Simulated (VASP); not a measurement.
# InAs (F-43m) in VASP: notebook

The runs below take InAs through single point, relaxation of cell and atoms, with PBE, HSEsol.

All numbers are computed with VASP 6.6.1; they aren't measurements. Logs are shortened: lines on timing, memory, paths and dates and some standing lists are left out, and cuts for length are marked.

**Experimental background.**

From a printed reference work, data compilation, for a bulk crystal of InAs at 4.2 K: band gap 0.418 eV (direct).

The runs below are set against these values where they give the same quantity.

## (1) The crystal as given

It takes space group F-43m (No. 216, cubic). Conventional cell: a = 6.036 Å, b = 6.036 Å, c = 6.036 Å, α = 90.00°, β = 90.00°, γ = 90.00°. Around In (site symmetry -43m) lie 4 As at 2.61 Å. Around As (site symmetry -43m) lie 4 In at 2.61 Å.

## (2) Single point, PBE

INCAR reads:

```
ALGO     = Fast           # electronic algorithm
EDIFF    = 1E-6           # SCF threshold, eV
ENCUT    = 520            # plane-wave cutoff, eV
GGA      = PE             # functional
ISIF     = 2              # what is computed and relaxed
ISMEAR   = 0              # smearing method
LASPH    = True           # aspherical terms in the spheres
LCHARG   = False          # write CHGCAR
LREAL    = False          # projectors in reciprocal space
LWAVE    = False          # write WAVECAR
NBANDS   = 16             # bands
NELM     = 80             # most SCF steps
PREC     = Accurate       # precision mode
SIGMA    = 0.019000000000000003 # smearing width, eV
```

KPOINTS reads:

```
k-points
0
Gamma
  8 8 8
```

POSCAR reads:

```
InAs
1.0
    0.0000000000      3.0180000000      3.0180000000
    3.0180000000      0.0000000000      3.0180000000
    3.0180000000      3.0180000000      0.0000000000
In As
1 1
Direct
    0.0000000000      0.0000000000      0.0000000000
    0.7500000000      0.7500000000      0.7500000000
```

Potentials or basis: VASP PAW PBE potentials, release 64 (In_d, As).

On the command line:

```sh
> cat potpaw_PBE.64/In_d/POTCAR potpaw_PBE.64/As/POTCAR > POTCAR
> mpirun -np 1 vasp_std > vasp.out
```

OUTCAR:

```text
EDIFF = 1E-6
   ENCUT = 520
   GGA = PE
   ISIF = 2
   ISMEAR = 0
   LASPH = True
   LREAL = False
   NELM = 80
   PREC = Accurate

 ion  position               nearest neighbor table
   1  0.000  0.000  0.000-   2 2.61   2 2.61   2 2.61   2 2.61
   2  0.750  0.750  0.750-   1 2.61   1 2.61   1 2.61   1 2.61

  LATTYP: Found a face centered cubic cell.
 ALAT       =     6.0360000000

  Lattice vectors:

 A1 = (   0.0000000000,   3.0180000000,   3.0180000000)
 A2 = (   3.0180000000,   0.0000000000,   3.0180000000)
 A3 = (   3.0180000000,   3.0180000000,   0.0000000000)

Analysis of symmetry for initial positions (statically):
=====================================================================
 Subroutine PRICEL returns:
 Original cell was already a primitive cell.

 Routine SETGRP: Setting up the symmetry group for a
 face centered cubic supercell.

 Subroutine GETGRP returns: Found 24 space group operations
 (whereof 24 operations were pure point group operations)
 out of a pool of 48 trial point group operations.

The static configuration has the point symmetry T_d .

Analysis of symmetry for dynamics (positions and initial velocities):
=====================================================================
 Subroutine PRICEL returns:
 Original cell was already a primitive cell.

 Routine SETGRP: Setting up the symmetry group for a
 face centered cubic supercell.

 Subroutine GETGRP returns: Found 24 space group operations
 (whereof 24 operations were pure point group operations)
 out of a pool of 48 trial point group operations.

The dynamic configuration has the point symmetry T_d .

 Subroutine INISYM returns: Found 24 space group operations
 (whereof 24 operations are pure point group operations),
 and found     1 'primitive' translations

----------------------------------------------------------------------------------------

                                     Primitive cell

  volume of cell :      54.9778

  direct lattice vectors                    reciprocal lattice vectors
     0.000000000  3.018000000  3.018000000    -0.165672631  0.165672631  0.165672631
     3.018000000  0.000000000  3.018000000     0.165672631 -0.165672631  0.165672631
     3.018000000  3.018000000  0.000000000     0.165672631  0.165672631 -0.165672631

  length of vectors
     4.268096531  4.268096531  4.268096531     0.286953414  0.286953414  0.286953414

  position of ions in fractional coordinates (direct lattice)
     0.000000000  0.000000000  0.000000000
     0.750000000  0.750000000  0.750000000

  ion indices of the primitive-cell ions
   primitive index   ion index
                 1           1
                 2           2

----------------------------------------------------------------------------------------

 KPOINTS: k-points

Automatic generation of k-mesh.
 Grid dimensions read from file:
 generate k-points for:    8    8    8

 Generating k-lattice:

  Cartesian coordinates                     Fractional coordinates (reciprocal lattice)
    -0.020709079  0.020709079  0.020709079     0.125000000  0.000000000  0.000000000
     0.020709079 -0.020709079  0.020709079     0.000000000  0.125000000  0.000000000
     0.020709079  0.020709079 -0.020709079     0.000000000  0.000000000  0.125000000

  Length of vectors
     0.035869177  0.035869177  0.035869177

  Shift w.r.t. Gamma in fractional coordinates (k-lattice)
     0.000000000  0.000000000  0.000000000

 Subroutine IBZKPT returns following result:
 ===========================================

 Found     29 irreducible k-points:

 Following reciprocal coordinates:
            Coordinates               Weight
  0.000000  0.000000  0.000000      1.000000
  0.125000  0.000000  0.000000      8.000000
  0.250000  0.000000  0.000000      8.000000
  0.375000  0.000000  0.000000      8.000000
  0.500000  0.000000  0.000000      4.000000
  0.125000  0.125000  0.000000      6.000000
[... 16 lines left out ...]
  0.500000  0.250000  0.125000     48.000000
 -0.375000  0.250000  0.125000     24.000000
 [... further k-points ...]
   k-points           NKPTS =     29   k-points in BZ     NKDIM =     29   number of bands    NBANDS=     16
   number of dos      NEDOS =    301   number of ions     NIONS =      2
   total plane-waves  NPLWV =  32768
   dimension x,y,z NGX =    32 NGY =   32 NGZ =   32
   dimension x,y,z NGXF=    64 NGYF=   64 NGZF=   64
   ions per type =               1   1
   NGX,Y,Z   is equivalent  to a cutoff of  12.46, 12.46, 12.46 a.u.
   NGXF,Y,Z  is equivalent  to a cutoff of  24.93, 24.93, 24.93 a.u.
 SYSTEM =  unknown system
   PREC   = accura    normal or accurate (medium, high low for compatibility)
   ISTART =      0    job   : 0-new  1-cont  2-samecut
   ICHARG =      2    charge: 1-file 2-atom 10-const
   ISPIN  =      1    spin polarized calculation?
   LNONCOLLINEAR =      F non collinear calculations
   LSORBIT =      F    spin-orbit coupling
   LASPH  =      T    aspherical Exc in radial PAW
   ENCUT  =  520.0 eV  38.22 Ry    6.18 a.u.   7.94  7.94  7.94*2*pi/ulx,y,z
   NELM   =     80;   NELMIN=  2; NELMDL= -5     # of ELM steps
   EDIFF  = 0.1E-05   stopping-criterion for ELM
   LREAL  =      F    real-space projection
   EDIFFG = 0.1E-04   stopping-criterion for IOM
   NSW    =      0    number of steps for IOM
   IBRION =     -1    ionic relax: 0-MD 1-quasi-New 2-CG
   NFREE  =      0    steps in history (QN), initial steepest desc. (CG)
   ISIF   =      2    stress and relaxation
   ISYM   =      2    0-nonsym 1-usesym 2-fastsym
   POTIM  = 0.5000    time-step for ionic-motion
   TEBEG  =    0.0;   TEEND  =   0.0 temperature during run
   PSTRESS=    0.0 pullay stress
   NELECT =      18.0000    total number of electrons
   NUPDOWN=      -1.0000    fix difference up-down
   EMIN   =  10.00;   EMAX   =-10.00  energy-range for DOS
   EFERMI =   0.00;   METHOD = LEGACY
   ISMEAR =     0;   SIGMA  =   0.02  broadening in eV -4-tet -1-fermi 0-gaus
   EFERMI_NEDOS =   21; number of points for ismear=-14 and -15
   IALGO  =     68    algorithm
   IMIX   =      4    mixing-type and parameters
     AMIX     =   0.40;   BMIX     =  1.00
     AMIX_MAG =   1.60;   BMIX_MAG =  1.00
  volume/ion in A,a.u.               =      27.49       185.50
  Fermi-wavevector in a.u.,A,eV,Ry     =   1.128331  2.132236 17.321990  1.273130
  Thomas-Fermi vector in A             =   2.265020
   LORBIT       =      0    0 simple, 1 ext, 2 COOP (PROOUT), +10 PAW based schemes
   GGA     = PE    functional components
   LHFCALC =     F    Hartree Fock is set to
   AEXX    =    0.0000 exact exchange contribution
   IVDW    =     0    specifies the selected vdW correction
   LEPSILON=     F    determine dielectric tensor
   LRPA    =     F    only Hartree local field effects (RPA)
 non-spin polarized calculation
 RMM-DIIS sequential band-by-band and
 Gauss-broadening in eV      SIGMA  =   0.02
  energy-cutoff  :      520.00
  volume of cell :       54.98
 maximum number of plane-waves:      1494
   NGX = 15   NGY = 15   NGZ = 15

 number of electron      17.9999991 magnetization

 Free energy of the ion-electron system (eV)
  ---------------------------------------------------
  ext. energy  EPLUGINS =         0.00000000
  ---------------------------------------------------
  free energy    TOTEN  =        -7.66127094 eV

  energy without entropy =       -7.66121370  energy(sigma->0) =       -7.66124232

 E-fermi :   4.5705     XC(G=0):  -9.1164

 val. band max:        4.5647495077   @ k =   0.0000   0.0000   0.0000
 cond. band min:       5.5328151635   @ k =   0.5000   0.0000   0.0000
 fundamental gap:      0.9680656558
 Fermi energy:         4.5705362311

 k-point     1 :       0.0000    0.0000    0.0000
  band No.  band energies     occupation
      1      -9.8396      2.00000
      2      -9.8396      2.00000
      3      -9.8396      2.00000
      4      -9.7116      2.00000
      5      -9.7116      2.00000
      6      -7.3320      2.00000
[... 8 lines left out ...]
     15      14.2591      0.00000
     16      14.2591      0.00000

 k-point     2 :       0.1250    0.0000    0.0000
  band No.  band energies     occupation
      1      -9.8602      2.00000
      2      -9.8337      2.00000
      3      -9.8337      2.00000
      4      -9.7117      2.00000
      5      -9.7117      2.00000
      6      -7.1689      2.00000
[... 8 lines left out ...]
     15      13.3760      0.00000
     16      13.3760      0.00000

 k-point     3 :       0.2500    0.0000    0.0000
  band No.  band energies     occupation
      1      -9.9064      2.00000
      2      -9.8208      2.00000
      3      -9.8208      2.00000
      4      -9.7103      2.00000
      5      -9.7103      2.00000
      6      -6.7221      2.00000
[... 8 lines left out ...]
     15      13.1339      0.00000
     16      13.1339      0.00000

 k-point     4 :       0.3750    0.0000    0.0000
  band No.  band energies     occupation
      1      -9.9488      2.00000
      2      -9.8107      2.00000
      3      -9.8107      2.00000
      4      -9.7061      2.00000
      5      -9.7061      2.00000
      6      -6.1503      2.00000
[... 8 lines left out ...]
     15      14.0843      0.00000
     16      14.0843      0.00000

 k-point     5 :       0.5000    0.0000    0.0000
  band No.  band energies     occupation
      1      -9.9655      2.00000
      2      -9.8075      2.00000
      3      -9.8075      2.00000
      4      -9.7033      2.00000
      5      -9.7033      2.00000
      6      -5.8448      2.00000
[... 8 lines left out ...]
     15      15.3371      0.00000
     16      15.3371      0.00000

 k-point     6 :       0.1250    0.1250    0.0000
  band No.  band energies     occupation
      1      -9.8729      2.00000
      2      -9.8279      2.00000
      3      -9.8279      2.00000
      4      -9.7162      2.00000
      5      -9.7082      2.00000
      6      -7.1151      2.00000
[... 8 lines left out ...]
     15      13.3206      0.00000
     16      14.4263      0.00000
[... 267 lines left out ...]
 k-point    21 :       0.5000    0.5000    0.0000
  band No.  band energies     occupation
      1     -10.0253      2.00000
      2      -9.7565      2.00000
      3      -9.7565      2.00000
      4      -9.7509      2.00000
      5      -9.6883      2.00000
      6      -5.2967      2.00000
[... 8 lines left out ...]
     15      16.0587      0.00000
     16      16.8001      0.00000

 k-point    22 :       0.3750    0.2500    0.1250
  band No.  band energies     occupation
      1      -9.9446      2.00000
      2      -9.8052      2.00000
      3      -9.8004      2.00000
      4      -9.7236      2.00000
      5      -9.7018      2.00000
      6      -6.3566      2.00000
[... 8 lines left out ...]
     15      14.7189      0.00000
     16      15.3997      0.00000

 k-point    23 :       0.5000    0.2500    0.1250
  band No.  band energies     occupation
      1      -9.9718      2.00000
      2      -9.7996      2.00000
      3      -9.7891      2.00000
      4      -9.7211      2.00000
      5      -9.7019      2.00000
      6      -5.8435      2.00000
[... 8 lines left out ...]
     15      14.8991      0.00000
     16      15.7090      0.00000

 k-point    24 :      -0.3750    0.2500    0.1250
  band No.  band energies     occupation
      1      -9.9820      2.00000
      2      -9.7986      2.00000
      3      -9.7850      2.00000
      4      -9.7168      2.00000
      5      -9.7040      2.00000
      6      -5.5758      2.00000
[... 8 lines left out ...]
     15      14.9916      0.00000
     16      15.7178      0.00000

 [... further k-points ...]

------------------------ aborting loop because EDIFF is reached ----------------------------------------

  FORCE on cell =-STRESS in cart. coord.  units (eV):
  Direction    XX          YY          ZZ          XY          YZ          ZX
  --------------------------------------------------------------------------------------
  -------------------------------------------------------------------------------------
  Total        1.4949340      1.4949340      1.4949340      0.0000000      0.0000000     -0.0000000
  in kB       43.5657191     43.5657191     43.5657191      0.0000000      0.0000000     -0.0000000
  external PRESSURE =      43.5657191 kB  Pullay stress =       0.0000000 kB

 VOLUME and BASIS-vectors are now :
 -----------------------------------------------------------------------------
  energy-cutoff  :      520.00
  volume of cell :       54.98
      direct lattice vectors                 reciprocal lattice vectors
     0.000000000  3.018000000  3.018000000    -0.165672631  0.165672631  0.165672631
     3.018000000  0.000000000  3.018000000     0.165672631 -0.165672631  0.165672631
     3.018000000  3.018000000  0.000000000     0.165672631  0.165672631 -0.165672631

 POSITION                                       TOTAL-FORCE (eV/Angst)
 -----------------------------------------------------------------------------------
      0.00000      0.00000      0.00000         0.000000      0.000000      0.000000
      4.52700      4.52700      4.52700        -0.000000     -0.000000     -0.000000
 -----------------------------------------------------------------------------------
    total drift:                                0.000000      0.000000      0.000000

  FREE ENERGIE OF THE ION-ELECTRON SYSTEM (eV)
  ---------------------------------------------------
  free  energy   TOTEN  =        -7.6612709448 eV

  energy  without entropy=       -7.6612136990  energy(sigma->0) =       -7.66124232
```

Run time: 11 s. Hardware: 1 thread of Intel Xeon 6975P-C (Granite Rapids), shared host; peak memory 0.18 GiB.

Results:

```
Free energy            : -7.6613 eV
Pressure               : 4.4 GPa
Band gap on the k mesh : none (metal or under the smearing width)
```

Levels at points of the mesh, in eV from the Fermi level:
```tsv
k point	band 7	band 8	band 9	band 10	band 11	band 12
(0.00, 0.00, 0.00)	-0.17	-0.01	-0.01	-0.01	3.90	3.90
(0.50, 0.00, 0.00)	-5.80	-1.00	-1.00	0.96	4.67	4.67
(0.50, 0.50, 0.00)	-5.87	-2.35	-2.35	1.53	2.06	9.21
```

Caveat: this crystal is a semiconductor, whose small gap the functional closes, so the metal is an error of the method.

(Part 1 of 2 ends here.)
